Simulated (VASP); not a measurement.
# Na (Pm-3m) in VASP: single point with r2SCAN

Aim: the single point of Na with r2SCAN.

All numbers are computed with VASP 6.6.1; they aren't measurements. Logs are shortened: lines on timing, memory, paths and dates and some standing lists are left out, and cuts for length are marked.

## 1. The crystal as given

It takes space group Pm-3m (No. 221, cubic). Conventional cell: a = 7.023 Å, b = 7.023 Å, c = 7.023 Å, α = 90.00°, β = 90.00°, γ = 90.00°.

This isn't the form of Na at room conditions, which is bcc.

## 2. Single point, r2SCAN

File POSCAR:

```
Na
1.0
    7.0233428623      0.0000000000      0.0000000000
    0.0000000000      7.0233428623      0.0000000000
    0.0000000000      0.0000000000      7.0233428623
Na
1
Direct
    0.0000000000      0.0000000000      0.0000000000
```

File INCAR.step1:

```
SYSTEM = Na
PREC = Accurate ; ENCUT = 520
ISMEAR = 0 ; SIGMA = 0.1
LREAL = .False. ; LASPH = .True.
NELM = 100 ; NBANDS = 10
GGA = PE ; ALGO = Normal
EDIFF = 1E-4 ; LWAVE = .True.
LCHARG = .False.
```

File INCAR.step2:

```
SYSTEM = Na
PREC = Accurate ; ENCUT = 520
EDIFF = 1E-6 ; ISMEAR = 0
SIGMA = 0.1 ; LREAL = .False.
LASPH = .True. ; NELM = 100
ALGO = Normal ; ISIF = 2
LWAVE = .False. ; LCHARG = .False.
METAGGA = R2SCAN ; LMIXTAU = .True.
NBANDS = 10 ; ISTART = 1
```

File KPOINTS:

```
regular mesh
0
Gamma
  4 4 4
  0 0 0
```

Potentials or basis: VASP PAW PBE potentials, release 64 (Na_pv).

Launch:

```
$ cat potpaw_PBE.64/Na_pv/POTCAR > POTCAR
$ cp INCAR.step1 INCAR
$ mpirun -np 1 vasp_std > vasp.out
$ cp INCAR.step2 INCAR
$ mpirun -np 1 vasp_std > vasp.out
```

OUTCAR:

```text
SYSTEM = Na
   PREC = Accurate
   ENCUT = 520
   EDIFF = 1E-6
   ISMEAR = 0
   LREAL = .False.
   LASPH = .True.
   NELM = 100
   ISIF = 2
   METAGGA = R2SCAN
   ISTART = 1

 ion  position               nearest neighbor table
   1  0.000  0.000  0.000-

  LATTYP: Found a simple cubic cell.
 ALAT       =     7.0233428623

  Lattice vectors:

 A1 = (   7.0233428623,   0.0000000000,   0.0000000000)
 A2 = (   0.0000000000,   7.0233428623,   0.0000000000)
 A3 = (   0.0000000000,   0.0000000000,   7.0233428623)

Analysis of symmetry for initial positions (statically):
=====================================================================
 Subroutine PRICEL returns:
 Original cell was already a primitive cell.

 Routine SETGRP: Setting up the symmetry group for a
 simple cubic supercell.

 Subroutine GETGRP returns: Found 48 space group operations
 (whereof 48 operations were pure point group operations)
 out of a pool of 48 trial point group operations.

The static configuration has the point symmetry O_h .

Analysis of symmetry for dynamics (positions and initial velocities):
=====================================================================
 Subroutine PRICEL returns:
 Original cell was already a primitive cell.

 Routine SETGRP: Setting up the symmetry group for a
 simple cubic supercell.

 Subroutine GETGRP returns: Found 48 space group operations
 (whereof 48 operations were pure point group operations)
 out of a pool of 48 trial point group operations.

The dynamic configuration has the point symmetry O_h .

 Subroutine INISYM returns: Found 48 space group operations
 (whereof 48 operations are pure point group operations),
 and found     1 'primitive' translations

----------------------------------------------------------------------------------------

                                     Primitive cell

  volume of cell :     346.4429

  direct lattice vectors                    reciprocal lattice vectors
     7.023342862  0.000000000  0.000000000     0.142382341  0.000000000  0.000000000
     0.000000000  7.023342862  0.000000000     0.000000000  0.142382341  0.000000000
     0.000000000  0.000000000  7.023342862     0.000000000  0.000000000  0.142382341

  length of vectors
     7.023342862  7.023342862  7.023342862     0.142382341  0.142382341  0.142382341

  position of ions in fractional coordinates (direct lattice)
     0.000000000  0.000000000  0.000000000

  ion indices of the primitive-cell ions
   primitive index   ion index
                 1           1

----------------------------------------------------------------------------------------

 KPOINTS: regular mesh

Automatic generation of k-mesh.
 Grid dimensions read from file:
 generate k-points for:    4    4    4

 Generating k-lattice:

  Cartesian coordinates                     Fractional coordinates (reciprocal lattice)
     0.035595585  0.000000000  0.000000000     0.250000000  0.000000000  0.000000000
     0.000000000  0.035595585  0.000000000     0.000000000  0.250000000  0.000000000
     0.000000000  0.000000000  0.035595585     0.000000000  0.000000000  0.250000000

  Length of vectors
     0.035595585  0.035595585  0.035595585

  Shift w.r.t. Gamma in fractional coordinates (k-lattice)
     0.000000000  0.000000000  0.000000000

 Subroutine IBZKPT returns following result:
 ===========================================

 Found     10 irreducible k-points:

 Following reciprocal coordinates:
            Coordinates               Weight
  0.000000  0.000000  0.000000      1.000000
  0.250000  0.000000  0.000000      6.000000
  0.500000  0.000000  0.000000      3.000000
  0.250000  0.250000  0.000000     12.000000
  0.500000  0.250000  0.000000     12.000000
  0.500000  0.500000  0.000000      3.000000
  0.250000  0.250000  0.250000      8.000000
  0.500000  0.250000  0.250000     12.000000
  0.500000  0.500000  0.250000      6.000000
  0.500000  0.500000  0.500000      1.000000
   k-points           NKPTS =     10   k-points in BZ     NKDIM =     10   number of bands    NBANDS=     10
   number of dos      NEDOS =    301   number of ions     NIONS =      1
   total plane-waves  NPLWV = 157464
   dimension x,y,z NGX =    54 NGY =   54 NGZ =   54
   dimension x,y,z NGXF=   108 NGYF=  108 NGZF=  108
   ions per type =               1
   NGX,Y,Z   is equivalent  to a cutoff of  12.78, 12.78, 12.78 a.u.
   NGXF,Y,Z  is equivalent  to a cutoff of  25.56, 25.56, 25.56 a.u.
 SYSTEM =  Na
   PREC   = accura    normal or accurate (medium, high low for compatibility)
   ISTART =      1    job   : 0-new  1-cont  2-samecut
   ICHARG =      0    charge: 1-file 2-atom 10-const
   ISPIN  =      1    spin polarized calculation?
   LNONCOLLINEAR =      F non collinear calculations
   LSORBIT =      F    spin-orbit coupling
   LASPH  =      T    aspherical Exc in radial PAW
   ENCUT  =  520.0 eV  38.22 Ry    6.18 a.u.  13.06 13.06 13.06*2*pi/ulx,y,z
   NELM   =    100;   NELMIN=  2; NELMDL=  0     # of ELM steps
   EDIFF  = 0.1E-05   stopping-criterion for ELM
   LREAL  =      F    real-space projection
   EDIFFG = 0.1E-04   stopping-criterion for IOM
   NSW    =      0    number of steps for IOM
   IBRION =     -1    ionic relax: 0-MD 1-quasi-New 2-CG
   NFREE  =      0    steps in history (QN), initial steepest desc. (CG)
   ISIF   =      2    stress and relaxation
   ISYM   =      2    0-nonsym 1-usesym 2-fastsym
   POTIM  = 0.5000    time-step for ionic-motion
   TEBEG  =    0.0;   TEEND  =   0.0 temperature during run
   PSTRESS=    0.0 pullay stress
   NELECT =       7.0000    total number of electrons
   NUPDOWN=      -1.0000    fix difference up-down
   EMIN   =  10.00;   EMAX   =-10.00  energy-range for DOS
   EFERMI =   0.00;   METHOD = LEGACY
   ISMEAR =     0;   SIGMA  =   0.10  broadening in eV -4-tet -1-fermi 0-gaus
   EFERMI_NEDOS =   21; number of points for ismear=-14 and -15
   IALGO  =     38    algorithm
   IMIX   =      4    mixing-type and parameters
     AMIX     =   0.40;   BMIX     =  1.00
     AMIX_MAG =   1.60;   BMIX_MAG =  1.00
  volume/ion in A,a.u.               =     346.44      2337.91
  Fermi-wavevector in a.u.,A,eV,Ry     =   0.445893  0.842615  2.705114  0.198820
  Thomas-Fermi vector in A             =   1.423866
   LORBIT       =      0    0 simple, 1 ext, 2 COOP (PROOUT), +10 PAW based schemes
   METAGGA = R2SCAN    functional components
   LHFCALC =     F    Hartree Fock is set to
   AEXX    =    0.0000 exact exchange contribution
   IVDW    =     0    specifies the selected vdW correction
   LEPSILON=     F    determine dielectric tensor
   LRPA    =     F    only Hartree local field effects (RPA)
 non-spin polarized calculation
 Gauss-broadening in eV      SIGMA  =   0.10
  energy-cutoff  :      520.00
  volume of cell :      346.44
 maximum number of plane-waves:      9358
 NGX is ok and might be reduce to    54
   NGX = 27   NGY = 27   NGZ = 27

 number of electron       7.0000020 magnetization

 Free energy of the ion-electron system (eV)
  ---------------------------------------------------
  ext. energy  EPLUGINS =         0.00000000
  ---------------------------------------------------
  free energy    TOTEN  =        -2.31001821 eV

  energy without entropy =       -2.29223673  energy(sigma->0) =       -2.30112747

 E-fermi :  -2.3055     XC(G=0):  -2.5249

 val. band max:       -2.3454968235   @ k =   0.2500   0.2500   0.2500
 cond. band min:      -2.2810258489   @ k =   0.5000   0.2500   0.0000
 fundamental gap:      0.0644709747
 Fermi energy:        -2.3055230687

 k-point     1 :       0.0000    0.0000    0.0000
  band No.  band energies     occupation
      1     -29.7416      2.00000
      2     -29.7416      2.00000
      3     -29.7416      2.00000
      4      -2.7766      2.00000
      5       0.5345      0.00000
      6       0.5345      0.00000
      7       0.5345      0.00000
      8       0.9277      0.00000
      9       1.4057      0.00000
     10       1.4057      0.00000

 k-point     2 :       0.2500    0.0000    0.0000
  band No.  band energies     occupation
      1     -29.7416      2.00000
      2     -29.7416      2.00000
      3     -29.7416      2.00000
      4      -2.6316      2.00000
      5      -0.5015      0.00000
      6       0.6633      0.00000
      7       0.6633      0.00000
      8       1.2606      0.00000
      9       1.5753      0.00000
     10       2.5043      0.00000

 k-point     3 :       0.5000    0.0000    0.0000
  band No.  band energies     occupation
      1     -29.7416      2.00000
      2     -29.7416      2.00000
      3     -29.7416      2.00000
      4      -2.4214      1.89862
      5      -1.1003      0.00000
      6       0.8391      0.00000
      7       0.8391      0.00000
      8       1.7001      0.00000
      9       1.8590      0.00000
     10       2.0393      0.00000

 k-point     4 :       0.2500    0.2500    0.0000
  band No.  band energies     occupation
      1     -29.7416      2.00000
      2     -29.7416      2.00000
      3     -29.7416      2.00000
      4      -2.4879      1.99011
      5      -0.3905      0.00000
      6      -0.2977      0.00000
      7       0.7881      0.00000
      8       1.4899      0.00000
      9       1.7150      0.00000
     10       2.7850      0.00000

 k-point     5 :       0.5000    0.2500    0.0000
  band No.  band energies     occupation
      1     -29.7416      2.00000
      2     -29.7416      2.00000
      3     -29.7416      2.00000
      4      -2.2810      0.72901
      5      -0.9403      0.00000
      6      -0.1036      0.00000
      7       0.9558      0.00000
      8       0.9911      0.00000
      9       1.9555      0.00000
     10       2.5321      0.00000

 k-point     6 :       0.5000    0.5000    0.0000
  band No.  band energies     occupation
      1     -29.7416      2.00000
      2     -29.7416      2.00000
      3     -29.7416      2.00000
      4      -2.0823      0.00159
      5      -0.6847      0.00000
      6      -0.6847      0.00000
      7       0.3471      0.00000
      8       1.1078      0.00000
      9       2.2836      0.00000
     10       2.8309      0.00000

 k-point     7 :       0.2500    0.2500    0.2500
  band No.  band energies     occupation
      1     -29.7416      2.00000
      2     -29.7416      2.00000
      3     -29.7416      2.00000
      4      -2.3455      1.42814
      5      -0.2691      0.00000
      6      -0.1525      0.00000
      7      -0.1525      0.00000
      8       1.5480      0.00000
      9       1.9536      0.00000
     10       1.9536      0.00000

 k-point     8 :       0.5000    0.2500    0.2500
  band No.  band energies     occupation
      1     -29.7416      2.00000
      2     -29.7416      2.00000
      3     -29.7416      2.00000
      4      -2.1416      0.02040
      5      -0.7834      0.00000
      6       0.0175      0.00000
      7       0.0600      0.00000
      8       1.0532      0.00000
      9       1.3473      0.00000
     10       2.1366      0.00000

 k-point     9 :       0.5000    0.5000    0.2500
  band No.  band energies     occupation
      1     -29.7416      2.00000
      2     -29.7416      2.00000
      3     -29.7416      2.00000
      4      -1.9447      0.00000
      5      -0.5376      0.00000
      6      -0.5376      0.00000
      7       0.2435      0.00000
      8       0.5376      0.00000
      9       1.5635      0.00000
     10       1.5635      0.00000

 k-point    10 :       0.5000    0.5000    0.5000
  band No.  band energies     occupation
      1     -29.7416      2.00000
      2     -29.7416      2.00000
      3     -29.7416      2.00000
      4      -1.7524      0.00000
      5      -0.3203      0.00000
      6      -0.3203      0.00000
      7      -0.3203      0.00000
      8       0.9451      0.00000
      9       0.9451      0.00000
     10       0.9451      0.00000

------------------------ aborting loop because EDIFF is reached ----------------------------------------

  FORCE on cell =-STRESS in cart. coord.  units (eV):
  Direction    XX          YY          ZZ          XY          YZ          ZX
  --------------------------------------------------------------------------------------
  -------------------------------------------------------------------------------------
  Total       -0.3133735     -0.3133735     -0.3133735     -0.0000000      0.0000000      0.0000000
  in kB       -1.4492429     -1.4492429     -1.4492429     -0.0000000      0.0000000      0.0000000
  external PRESSURE =      -1.4492429 kB  Pullay stress =       0.0000000 kB

 VOLUME and BASIS-vectors are now :
 -----------------------------------------------------------------------------
  energy-cutoff  :      520.00
  volume of cell :      346.44
      direct lattice vectors                 reciprocal lattice vectors
     7.023342862  0.000000000  0.000000000     0.142382341  0.000000000  0.000000000
     0.000000000  7.023342862  0.000000000     0.000000000  0.142382341  0.000000000
     0.000000000  0.000000000  7.023342862     0.000000000  0.000000000  0.142382341

 POSITION                                       TOTAL-FORCE (eV/Angst)
 -----------------------------------------------------------------------------------
      0.00000      0.00000      0.00000         0.000000      0.000000      0.000000
 -----------------------------------------------------------------------------------
    total drift:                                0.000000     -0.000000     -0.000000

  FREE ENERGIE OF THE ION-ELECTRON SYSTEM (eV)
  ---------------------------------------------------
  free  energy   TOTEN  =        -2.3100182105 eV

  energy  without entropy=       -2.2922367338  energy(sigma->0) =       -2.30112747
```

Run time: 3 min. Hardware: 1 thread of Intel Xeon Platinum 8259CL at 2.50GHz (Skylake/Cascade Lake), shared host; peak memory 0.41 GiB.

What came out:

| Quantity | Value |
| --- | --- |
| Free energy | -2.3100 eV |
| Pressure | -0.1 GPa |
| Band gap on the k mesh | none (metal or under the smearing width) |

Caveat: the PAW data sets were made with another functional, which shifts forces and pressure a little.
